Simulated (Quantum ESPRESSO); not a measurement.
The system is As.

```
As
1.0
     1.88080    1.08588    3.51406
    -1.88080    1.08588    3.51406
     0.00000   -2.17176    3.51406
As
2
Direct
  0.22600 0.22600 0.22600
  0.77400 0.77400 0.77400
```

Base run:

```yaml
Program: Quantum ESPRESSO 7.5
Functional: LDA
Potentials_or_basis: SG15 PBE 1.2
Cutoff: 952 eV
Density_cutoff: 3810 eV
k_mesh: 9 × 9 × 9
Occupations: fermi-dirac, width 0.05 eV
Spin: no spin polarisation
```

Its results: band gap on the k mesh none (metal or under the smearing width); pressure 2.3 GPa; largest force 0.635 eV/Å.

Q: After a change of settings the same cell gave: band gap on the k mesh none (metal or under the smearing width); pressure 4.6 GPa; largest force 0.451 eV/Å. Which change was it?
A. functional from LDA to r2SCAN; k mesh from 9 × 9 × 9 to 7 × 7 × 7
B. functional from LDA to revPBE
C. functional from LDA to PBEsol
D. functional from LDA to vdW-DF-cx

A: B.

revPBE binds less tightly than LDA, so the same cell stands under more pressure.

Caveats: the potentials were made for another functional, which shifts forces and pressure.
